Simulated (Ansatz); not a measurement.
Runs of Ansatz 0.2.0 on SiMo3. Symmetry: Pm-3n, No. 223, cubic system. The conventional cell has a = 4.889 Å, b = 4.889 Å, c = 4.889 Å, α = 90.00°, β = 90.00°, γ = 90.00°. Mo (site symmetry -4m2) has 2 Mo at 2.44 Å and 4 Si at 2.73 Å as nearest neighbours. Si (site symmetry m-3) is surrounded by 12 Mo at 2.73 Å. 

| task | level | cell | cutoff (eV) | gap on the mesh (eV) | pressure (GPa) | relaxed volume (Å³/atom) |
| --- | --- | --- | --- | --- | --- | --- |
| relaxation of cell and atoms | PBE | relaxed | 420 | none | 0.0 | (a) |
| relaxation of cell and atoms | PBEsol | relaxed | 420 | none | 0.0 | 14.36 |
| single point | PBEsol | as given | 420 | none | -4.4 | - |
| relaxation of cell and atoms | r2SCAN | relaxed | 500 | none | 0.0 | 14.57 |

Alike in all rows: potentials or basis Ansatz PAW; no spin polarisation; k mesh 6 × 6 × 6; smearing fermi-dirac 0.05 eV.

Task: Fill in the values left out.

Result: (a) 14.77.

Caveats: the plane-wave basis is chosen anew once the cell has moved, so the energies of steps on either side of that aren't comparable (some runs); the PAW data sets come from PBE, with cores solved anew for the run's functional, which leaves a small shift of forces and pressure (some runs).

A k mesh can miss the band edges, and the runs leave out spin-orbit coupling on Mo.

A gap of «none» marks a metal or a gap under the smearing width.

Not every run made on this cell is shown here.
